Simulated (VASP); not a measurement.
Wanted: an ASE script for a VASP 6.6.1 run.

- Task: single point
- Functional: r2SCAN
- Potentials or basis: VASP PAW PBE potentials, release 64 (Au, Cu)
- Cutoff: 520 eV
- k mesh: 9 × 9 × 7
- Occupations: methfessel-paxton, width 0.2 eV
- Spin: no spin polarisation
- Further INCAR settings: ALGO = Normal; EDIFF = 1.00e-07

Crystal: CuAu.

```
Au Cu
1.0
     2.81075    0.00000    0.00000
     0.00000    2.81075    0.00000
     0.00000    0.00000    3.68500
Au Cu
1 1
Direct
  0.00000 0.00000 0.00000
  0.50000 0.50000 0.50000
```

One way to write it, as run:

run.py

```python
from ase.calculators.vasp import Vasp
from ase.dft.bandgap import bandgap
from ase.spacegroup import crystal

atoms = crystal(
    ['Au', 'Cu'],
    basis=[[0.0, 0.0, 0.0], [0.5, 0.5, 0.5]],
    spacegroup=123,
    setting=1,
    cellpar=[2.81074946, 2.81074946, 3.685, 90.0, 90.0, 90.0],
    primitive_cell=True,
)
calc = Vasp(
    directory='calc',
    xc='r2scan',
    pp='PBE',
    setups='recommended',
    prec='Accurate',
    encut=520,
    ediff=1e-07,
    ismear=1,
    sigma=0.2,
    lreal=False,
    lasph=True,
    nelm=100,
    algo='Normal',
    isif=2,
    lwave=False,
    lcharg=True,
    lmixtau=True,
    lelf=True,
    lvhar=True,
    kpts=[9, 9, 7],
    gamma=True,
)
atoms.calc = calc

print('energy (eV):', atoms.get_potential_energy())
print('free energy (eV):', atoms.get_potential_energy(force_consistent=True))
print('forces (eV/A):')
print(atoms.get_forces())
print('stress (eV/A^3, Voigt):', atoms.get_stress())
print('Fermi level (eV):', calc.get_fermi_level())
gap, top, bottom = bandgap(calc)
print('band gap (eV):', gap, 'from (spin, k, band)', top, 'to', bottom)
```

Potentials or basis: VASP PAW PBE potentials, release 64 (Au, Cu).

Run with:

```sh
$ python run.py
```

It gave:

```
Pressure               : 0.1 GPa
Band gap on the k mesh : none (metal or under the smearing width)
```

Caveat: the PAW data sets were made with another functional, which shifts forces and pressure a little.

Run time: 4.2 min on 1 thread of AMD EPYC 7571, with other jobs on the host, peak memory 0.14 GiB.
